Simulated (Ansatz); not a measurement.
A run of Ansatz 0.2.0:

File input.yaml:

```yaml
crystal:
  lattice:
    - [3.076, 0.0, 0.0]
    - [-1.538, 2.663894142, 0.0]
    - [0.0, 0.0, 5.048]
  atoms:
    - { symbol: Si, position: [0.6666666667, 0.3333333333, 0.5] }
    - { symbol: Si, position: [0.3333333333, 0.6666666667, 0.0] }
    - { symbol: C, position: [0.6666666667, 0.3333333333, 0.885] }
    - { symbol: C, position: [0.3333333333, 0.6666666667, 0.385] }
kpoints:
  mp_grid: { grid: [10, 10, 5] }
  band_path:
    path:
      - [0.0, 0.0, 0.0]
      - [0.5, 0.0, 0.0]
      - [0.3333333333, 0.3333333333, 0.0]
      - [0.0, 0.0, 0.0]
      - [0.0, 0.0, 0.5]
      - [0.5, 0.0, 0.5]
      - [0.3333333333, 0.3333333333, 0.5]
      - [0.0, 0.0, 0.5]
    npoints: 8
scf:
  occupations: { method: fermi_dirac, width: 0.05 }
hamiltonian:
  xc: pbesol
  pseudopotentials: { kind: all_electron, lapw: { basis_error: 0.002 } }
output:
  forces: true
  stress: true
  eigenvalues: true
```

Potentials or basis: all-electron LAPW, scalar-relativistic.

Launch:

```bash
$ ansatz run input.yaml --threads 2 --pin off --max-ram 8192MiB --backend cpu --events-out ev --progress --plain --runs-dir out
```

Hardware: 2 threads of AMD EPYC 7R13 Processor (Zen 3) (shared host).

How long does it take, and how much memory?

Run time: 9.7 s on 2 threads of AMD EPYC 7R13 Processor (Zen 3), with other jobs on the host, peak memory 0.34 GiB. Counts: scf iterations 7, plane waves 549, k points 42, bands 22.
